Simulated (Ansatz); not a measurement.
## Structure relaxation of Ni

Level of theory: DFT PBE, scalar-relativistic, plane waves, PAW (Ansatz). Cutoff 420 eV, Γ-centred k mesh, Gaussian smearing, collinear spin, first started from parallel moments.

The start puts Ni on the diamond structure type (Fd-3m, No. 227), at a guessed volume.

```yaml
crystal:
  lattice:
    - [0.00000, 2.29622, 2.29622]
    - [2.29622, 0.00000, 2.29622]
    - [2.29622, 2.29622, 0.00000]
  atoms:
    - { symbol: Ni, position: [0.50000, 0.50000, 0.50000] }
    - { symbol: Ni, position: [0.75000, 0.75000, 0.75000] }
```

Cell and atoms relax at zero pressure; the relaxation can't lower the symmetry of the start. After a coarse first stage the cell is made exact in the group found at 0.06 Å.

Energies count from the standard state of Ni at the same level.

**Question.** Which crystal results?

**Answer.** It keeps Fd-3m (No. 227). The result has the diamond structure. Conventional cell: a = 5.099 Å. Ni has 4 Ni at 2.21 Å.

Space group Fd-3m:1 (No. 227). a = 5.099 Å, b = 5.099 Å, c = 5.099 Å, α = 90.00°, β = 90.00°, γ = 90.00°
| atom | site | symmetry | x | y | z |
| --- | --- | --- | --- | --- | --- |
| Ni | 8a | -43m | 0.5000 | 0.0000 | 0.5000 |

**Question.** What are its volume, energy, gap and moment?

**Answer.** The volume per atom is 16.57 Å³. The density is 5.88 g/cm³, the energy over the standard structure is 1.20 eV/atom and the gap on the 18×18×18 mesh is 0 eV (a metal). The net moment per atom is 0.80 μB. The largest site moment is 0.84 μB.

The final run used a 18×18×18 mesh on its 2-atom cell and 0.10 eV smearing. For metals, differences of a few meV/atom aren't resolved. Symmetry constrained the relaxation, so the result can be a saddle point. The steps took about 90 core-seconds in all.

This diamond-type form isn't the element's structure at ambient conditions.